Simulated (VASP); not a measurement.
# Ga (C2/c) in VASP: single point with PBE+D3(BJ)

Aim: the single point of Ga with PBE+D3(BJ).

All numbers are computed with VASP 6.6.1; they aren't measurements. Logs are shortened: lines on timing, memory, paths and dates and some standing lists are left out, and cuts for length are marked.

### Step 1. The cell of the first run

Symmetry: C2/c, No. 15, monoclinic system. Conventional cell: a = 2.756 Å, b = 7.978 Å, c = 3.315 Å, α = 90.00°, β = 93.84°, γ = 90.00°. Ga (site symmetry 2) is surrounded by 8 Ga at 2.70 to 2.90 Å.

This isn't the form of Ga at room conditions, which is orthorhombic.

### Step 2. Single point, PBE+D3(BJ) (relaxed again under DFT PBE+D3(BJ), scalar-relativistic, plane waves, PAW)

The input, INCAR:

```
PREC = Accurate
ENCUT = 520
EDIFF = 1E-6
ISMEAR = 0
SIGMA = 0.1
LREAL = False
LASPH = True
NELM = 100
ALGO = Fast
ISIF = 2
LWAVE = False
LCHARG = False
GGA = PE
IVDW = 12
NBANDS = 20
```

The input, KPOINTS:

```
regular mesh
0
Gamma
  16 16 12
```

The input, POSCAR:

```
Ga
1.0
    1.3777461503     -3.9890729984     -0.0217964040
    1.3777461503      3.9890729984     -0.0217964040
   -0.1696468853      0.0000000000      3.3108234718
Ga
2
Direct
    0.8662819118      0.1337180882      0.2500000000
    0.1337180882      0.8662819118      0.7500000000
```

Potentials or basis: VASP PAW PBE potentials, release 64 (Ga_d).

Command:

```
cat potpaw_PBE.64/Ga_d/POTCAR > POTCAR
mpirun -np 1 vasp_std > vasp.out
```

OUTCAR:

```text
PREC = Accurate
   ENCUT = 520
   EDIFF = 1E-6
   ISMEAR = 0
   LREAL = False
   LASPH = True
   NELM = 100
   ISIF = 2
   GGA = PE
   IVDW = 12
 IVDW          = 12

 ion  position               nearest neighbor table
   1  0.866  0.134  0.250-   2 2.70   2 2.70   2 2.79   2 2.79   2 2.90   2 2.90
   2  0.134  0.866  0.750-   1 2.70   1 2.70   1 2.79   1 2.79   1 2.90   1 2.90

  LATTYP: Found a base centered monoclinic cell.
 ALAT       =     2.7558371054
 B/A-ratio  =     2.8949991206
 C/A-ratio  =     1.2029618793
 COS(beta)  =    -0.0669641800

  Lattice vectors:

 A1 = (   1.3777461503,  -3.9890729984,  -0.0217964040)
 A2 = (   1.3777461503,   3.9890729984,  -0.0217964040)
 A3 = (  -0.1696468853,   0.0000000000,   3.3108234718)

Analysis of symmetry for initial positions (statically):
=====================================================================
 Subroutine PRICEL returns:
 Original cell was already a primitive cell.

 Routine SETGRP: Setting up the symmetry group for a
 base centered monoclinic supercell.

 Subroutine GETGRP returns: Found  4 space group operations
 (whereof  2 operations were pure point group operations)
 out of a pool of  4 trial point group operations.

The static configuration has the point symmetry S_2 .
 The point group associated with its full space group is C_2h.

Analysis of symmetry for dynamics (positions and initial velocities):
=====================================================================
 Subroutine PRICEL returns:
 Original cell was already a primitive cell.

 Routine SETGRP: Setting up the symmetry group for a
 base centered monoclinic supercell.

 Subroutine GETGRP returns: Found  4 space group operations
 (whereof  2 operations were pure point group operations)
 out of a pool of  4 trial point group operations.

The dynamic configuration has the point symmetry S_2 .
 The point group associated with its full space group is C_2h.

 Subroutine INISYM returns: Found  4 space group operations
 (whereof  2 operations are pure point group operations),
 and found     1 'primitive' translations

----------------------------------------------------------------------------------------

                                     Primitive cell

  volume of cell :      36.3626

  direct lattice vectors                    reciprocal lattice vectors
     1.377746150 -3.989072998 -0.021796404     0.363205984 -0.125342404  0.018610707
     1.377746150  3.989072998 -0.021796404     0.363205984  0.125342404  0.018610707
    -0.169646885  0.000000000  3.310823472     0.004782245  0.000000000  0.302284704

  length of vectors
     4.220351043  4.220351043  3.315166983     0.384676050  0.384676050  0.302322530

  position of ions in fractional coordinates (direct lattice)
     0.866281912  0.133718088  0.250000000
     0.133718088  0.866281912  0.750000000

  ion indices of the primitive-cell ions
   primitive index   ion index
                 1           1
                 2           2

----------------------------------------------------------------------------------------

 KPOINTS: regular mesh

Automatic generation of k-mesh.
 Grid dimensions read from file:
 generate k-points for:   16   16   12

 Generating k-lattice:

  Cartesian coordinates                     Fractional coordinates (reciprocal lattice)
     0.022700374 -0.007833900  0.001163169     0.062500000 -0.000000000  0.000000000
     0.022700374  0.007833900  0.001163169    -0.000000000  0.062500000  0.000000000
     0.000398520  0.000000000  0.025190392     0.000000000  0.000000000  0.083333333

  Length of vectors
     0.024042253  0.024042253  0.025193544

  Shift w.r.t. Gamma in fractional coordinates (k-lattice)
     0.000000000  0.000000000  0.000000000

 Subroutine IBZKPT returns following result:
 ===========================================

 Found    826 irreducible k-points:

 Following reciprocal coordinates:
            Coordinates               Weight
  0.000000  0.000000  0.000000      1.000000
  0.062500  0.000000  0.000000      4.000000
  0.125000  0.000000  0.000000      4.000000
  0.187500 -0.000000  0.000000      4.000000
  0.250000  0.000000  0.000000      4.000000
  0.312500 -0.000000  0.000000      4.000000
[... 16 lines left out ...]
 -0.125000  0.062500 -0.000000      4.000000
 -0.062500  0.062500  0.000000      2.000000
 [... further k-points ...]
   k-points           NKPTS =    826   k-points in BZ     NKDIM =    826   number of bands    NBANDS=     20
   number of dos      NEDOS =    301   number of ions     NIONS =      2
   total plane-waves  NPLWV =  28672
   dimension x,y,z NGX =    32 NGY =   32 NGZ =   28
   dimension x,y,z NGXF=    64 NGYF=   64 NGZF=   56
   ions per type =               2
   NGX,Y,Z   is equivalent  to a cutoff of  12.61, 12.61, 14.04 a.u.
   NGXF,Y,Z  is equivalent  to a cutoff of  25.21, 25.21, 28.08 a.u.
 SYSTEM =  unknown system
   PREC   = accura    normal or accurate (medium, high low for compatibility)
   ISTART =      0    job   : 0-new  1-cont  2-samecut
   ICHARG =      2    charge: 1-file 2-atom 10-const
   ISPIN  =      1    spin polarized calculation?
   LNONCOLLINEAR =      F non collinear calculations
   LSORBIT =      F    spin-orbit coupling
   LASPH  =      T    aspherical Exc in radial PAW
   ENCUT  =  520.0 eV  38.22 Ry    6.18 a.u.   7.85  7.85  6.16*2*pi/ulx,y,z
   NELM   =    100;   NELMIN=  2; NELMDL= -5     # of ELM steps
   EDIFF  = 0.1E-05   stopping-criterion for ELM
   LREAL  =      F    real-space projection
   EDIFFG = 0.1E-04   stopping-criterion for IOM
   NSW    =      0    number of steps for IOM
   IBRION =     -1    ionic relax: 0-MD 1-quasi-New 2-CG
   NFREE  =      0    steps in history (QN), initial steepest desc. (CG)
   ISIF   =      2    stress and relaxation
   ISYM   =      2    0-nonsym 1-usesym 2-fastsym
   POTIM  = 0.5000    time-step for ionic-motion
   TEBEG  =    0.0;   TEEND  =   0.0 temperature during run
   PSTRESS=    0.0 pullay stress
   NELECT =      26.0000    total number of electrons
   NUPDOWN=      -1.0000    fix difference up-down
   EMIN   =  10.00;   EMAX   =-10.00  energy-range for DOS
   EFERMI =   0.00;   METHOD = LEGACY
   ISMEAR =     0;   SIGMA  =   0.10  broadening in eV -4-tet -1-fermi 0-gaus
   EFERMI_NEDOS =   21; number of points for ismear=-14 and -15
   IALGO  =     68    algorithm
   IMIX   =      4    mixing-type and parameters
     AMIX     =   0.40;   BMIX     =  1.00
     AMIX_MAG =   1.60;   BMIX_MAG =  1.00
  volume/ion in A,a.u.               =      18.18       122.69
  Fermi-wavevector in a.u.,A,eV,Ry     =   1.463910  2.766388 29.157713  2.143031
  Thomas-Fermi vector in A             =   2.579948
   LORBIT       =      0    0 simple, 1 ext, 2 COOP (PROOUT), +10 PAW based schemes
   GGA     = PE    functional components
   LHFCALC =     F    Hartree Fock is set to
   AEXX    =    0.0000 exact exchange contribution
   IVDW    =    12    specifies the selected vdW correction
   LEPSILON=     F    determine dielectric tensor
   LRPA    =     F    only Hartree local field effects (RPA)
 non-spin polarized calculation
 RMM-DIIS sequential band-by-band and
 Gauss-broadening in eV      SIGMA  =   0.10
  energy-cutoff  :      520.00
  volume of cell :       36.36
 maximum number of plane-waves:       995
   NGX = 15   NGY = 15   NGZ = 13

 number of electron      26.0000001 magnetization

 Free energy of the ion-electron system (eV)
  ---------------------------------------------------
  ext. energy  EPLUGINS =         0.00000000
  ---------------------------------------------------
  free energy    TOTEN  =        -5.76689206 eV

  energy without entropy =       -5.76370397  energy(sigma->0) =       -5.76529802

 E-fermi :   5.8933     XC(G=0): -11.1566

 val. band max:        5.8895523576   @ k =  -0.2500   0.4375   0.1667
 cond. band min:       5.8956460655   @ k =  -0.0625   0.3750   0.2500
 fundamental gap:      0.0060937078
 Fermi energy:         5.8933080488

 k-point     1 :       0.0000    0.0000    0.0000
  band No.  band energies     occupation
      1      -9.3444      2.00000
      2      -9.3442      2.00000
      3      -9.2882      2.00000
      4      -9.2843      2.00000
      5      -9.0055      2.00000
      6      -9.0025      2.00000
[... 12 lines left out ...]
     19      16.8060      0.00000
     20      19.1224      0.00000

 k-point     2 :       0.0625    0.0000    0.0000
  band No.  band energies     occupation
      1      -9.3411      2.00000
      2      -9.3367      2.00000
      3      -9.2840      2.00000
      4      -9.2647      2.00000
      5      -9.0128      2.00000
      6      -9.0083      2.00000
[... 12 lines left out ...]
     19      17.0640      0.00000
     20      19.7957      0.00000

 k-point     3 :       0.1250    0.0000    0.0000
  band No.  band energies     occupation
      1      -9.3320      2.00000
      2      -9.3179      2.00000
      3      -9.2613      2.00000
      4      -9.2189      2.00000
      5      -9.0340      2.00000
      6      -9.0255      2.00000
[... 12 lines left out ...]
     19      17.1985      0.00000
     20      20.2567      0.00000

 k-point     4 :       0.1875   -0.0000    0.0000
  band No.  band energies     occupation
      1      -9.3189      2.00000
      2      -9.2944      2.00000
      3      -9.2245      2.00000
      4      -9.1591      2.00000
      5      -9.0658      2.00000
      6      -9.0486      2.00000
[... 12 lines left out ...]
     19      17.3326      0.00000
     20      20.8921      0.00000

 k-point     5 :       0.2500    0.0000    0.0000
  band No.  band energies     occupation
      1      -9.3045      2.00000
      2      -9.2706      2.00000
      3      -9.1875      2.00000
      4      -9.1339      2.00000
      5      -9.1032      2.00000
      6      -9.0328      2.00000
[... 12 lines left out ...]
     19      17.4860      0.00000
     20      20.2492      0.00000

 k-point     6 :       0.3125   -0.0000    0.0000
  band No.  band energies     occupation
      1      -9.2920      2.00000
      2      -9.2531      2.00000
      3      -9.1716      2.00000
      4      -9.1521      2.00000
      5      -9.1392      2.00000
      6      -9.0295      2.00000
[... 12 lines left out ...]
     19      17.4907      0.00000
     20      19.0714      0.00000

 k-point     7 :       0.3750   -0.0000    0.0000
  band No.  band energies     occupation
      1      -9.2829      2.00000
      2      -9.2531      2.00000
      3      -9.1833      2.00000
      4      -9.1711      2.00000
      5      -9.1490      2.00000
      6      -9.0363      2.00000
[... 12 lines left out ...]
     19      16.9758      0.00000
     20      18.5829      0.00000
[... 277 lines left out ...]
 k-point    20 :      -0.3125    0.0625   -0.0000
  band No.  band energies     occupation
      1      -9.2883      2.00000
      2      -9.2606      2.00000
      3      -9.1995      2.00000
      4      -9.1352      2.00000
      5      -9.1148      2.00000
      6      -9.0308      2.00000
[... 12 lines left out ...]
     19      16.8786      0.00000
     20      19.8048      0.00000

 k-point    21 :      -0.2500    0.0625   -0.0000
  band No.  band energies     occupation
      1      -9.3039      2.00000
      2      -9.2854      2.00000
      3      -9.2398      2.00000
      4      -9.1415      2.00000
      5      -9.0768      2.00000
      6      -9.0623      2.00000
[... 12 lines left out ...]
     19      16.7538      0.00000
     20      21.3054      0.00000

 k-point    22 :      -0.1875    0.0625   -0.0000
  band No.  band energies     occupation
      1      -9.3199      2.00000
      2      -9.3142      2.00000
      3      -9.2747      2.00000
      4      -9.1974      2.00000
      5      -9.0443      2.00000
      6      -9.0402      2.00000
[... 12 lines left out ...]
     19      16.7152      0.00000
     20      21.2117      0.00000

 k-point    23 :      -0.1250    0.0625   -0.0000
  band No.  band energies     occupation
      1      -9.3384      2.00000
      2      -9.3320      2.00000
      3      -9.2956      2.00000
      4      -9.2438      2.00000
      5      -9.0215      2.00000
      6      -9.0180      2.00000
[... 12 lines left out ...]
     19      16.7720      0.00000
     20      19.6233      0.00000

 k-point    24 :      -0.0625    0.0625    0.0000
  band No.  band energies     occupation
      1      -9.3457      2.00000
      2      -9.3397      2.00000
      3      -9.3006      2.00000
      4      -9.2666      2.00000
      5      -9.0097      2.00000
      6      -9.0083      2.00000
[... 12 lines left out ...]
     19      16.8300      0.00000
     20      18.5567      0.00000

 [... further k-points ...]

------------------------ aborting loop because EDIFF is reached ----------------------------------------

 Edisp (eV)   -0.63399

 E8    (eV) :    -0.2970

  FORCE on cell =-STRESS in cart. coord.  units (eV):
  Direction    XX          YY          ZZ          XY          YZ          ZX
  --------------------------------------------------------------------------------------
  -------------------------------------------------------------------------------------
  Total       0.04592     0.03731     0.03914     0.00000     0.00000    -0.00282
  in kB       2.02312     1.64402     1.72434     0.00000     0.00000    -0.12411
  external pressure =        1.80 kB  Pullay stress =        0.00 kB

 VOLUME and BASIS-vectors are now :
 -----------------------------------------------------------------------------
  energy-cutoff  :      520.00
  volume of cell :       36.36
      direct lattice vectors                 reciprocal lattice vectors
     1.377746150 -3.989072998 -0.021796404     0.363205984 -0.125342404  0.018610707
     1.377746150  3.989072998 -0.021796404     0.363205984  0.125342404  0.018610707
    -0.169646885  0.000000000  3.310823472     0.004782245  0.000000000  0.302284704

 POSITION                                       TOTAL-FORCE (eV/Angst)
 -----------------------------------------------------------------------------------
      1.33533     -2.92225      0.80591        -0.000000      0.001715     -0.000000
      1.25051      2.92225      2.46132         0.000000     -0.001715      0.000000
 -----------------------------------------------------------------------------------
    total drift:                                0.000000      0.000000     -0.000000

  FREE ENERGIE OF THE ION-ELECTRON SYSTEM (eV)
  ---------------------------------------------------
  free  energy   TOTEN  =        -6.4008820476 eV

  energy  without entropy=       -6.3976939593  energy(sigma->0) =       -6.39928800
```

It took 6.7 min on 1 thread of AMD EPYC 9R45 (Zen 5), shared host; peak memory 0.53 GiB.

What came out:

| Item | Value |
| --- | --- |
| Free energy | -6.4009 eV |
| Pressure | 0.2 GPa |
| Band gap on the k mesh | none (metal or under the smearing width) |
| Dispersion energy per atom | -0.317 eV |

Levels at points of the mesh, in eV from the Fermi level:
```csv
k point,band 9,band 10,band 11,band 12,band 13,band 14,band 15,band 16,band 17,band 18
"(0.00, 0.00, 0.00)",-14.84,-14.70,-11.44,-2.13,-1.55,1.58,5.40,9.61,10.34,10.66
"(0.50, 0.00, 0.00)",-14.76,-14.72,-6.13,-5.22,-1.45,0.08,5.53,7.02,8.07,9.40
"(0.50, 0.50, 0.00)",-14.80,-14.76,-9.39,-8.61,3.85,4.76,5.90,6.14,7.55,11.05
"(0.00, 0.00, 0.50)",-14.77,-14.77,-7.93,-7.93,1.66,1.66,2.57,2.57,11.54,11.54
"(0.50, 0.00, 0.50)",-14.72,-14.72,-3.07,-3.03,-1.71,-1.41,1.53,2.55,4.10,4.96
"(0.50, 0.50, 0.50)",-14.84,-14.84,-6.12,-6.12,-4.48,-4.48,10.66,10.66,12.10,12.10
```

Caveat: pairwise dispersion overbinds metals, which lowers pressure and volume.
